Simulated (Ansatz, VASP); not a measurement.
# GaP: 3 runs at one level of theory

```
Ga P
1.0
     0.00000    2.72525    2.72525
     2.72525    0.00000    2.72525
     2.72525    2.72525    0.00000
Ga P
1 1
Direct
  0.00000 0.00000 0.00000
  0.75000 0.75000 0.75000
```

Alike in all runs: task single point; functional PBE; k mesh 8 × 8 × 8; occupations gaussian, width 0.016 eV; no spin polarisation; no spin-orbit coupling. Pressure is positive in compression and, in plane waves, holds the error of the finite cutoff, which Ansatz's Pulay term estimates and takes out.

| program and potentials | plane-wave cutoff (eV) | notes | band gap (eV) | pressure (GPa) |
| --- | --- | --- | --- | --- |
| Ansatz, Ansatz PAW | 420 | Pulay term of +0.04 GPa included | 1.64 | 2.51 |
| VASP, PBE PAW files Ga_d, P, 520 eV | 520 | - | 1.64 | 2.48 |
| Ansatz, all-electron LAPW, scalar-relativistic | - | - | 1.64 | 2.48 |

All agree on the band gap. The pressure spans 2.48 (VASP, PBE PAW files Ga_d, P, 520 eV) to 2.51 GPa (Ansatz, Ansatz PAW), with all-electron results at 2.48. The gap is indirect and read on the mesh alone.

The functional is the same throughout but for its coding, so the spread measures potentials, basis and numerics; runs on potential files found faulty are left out.
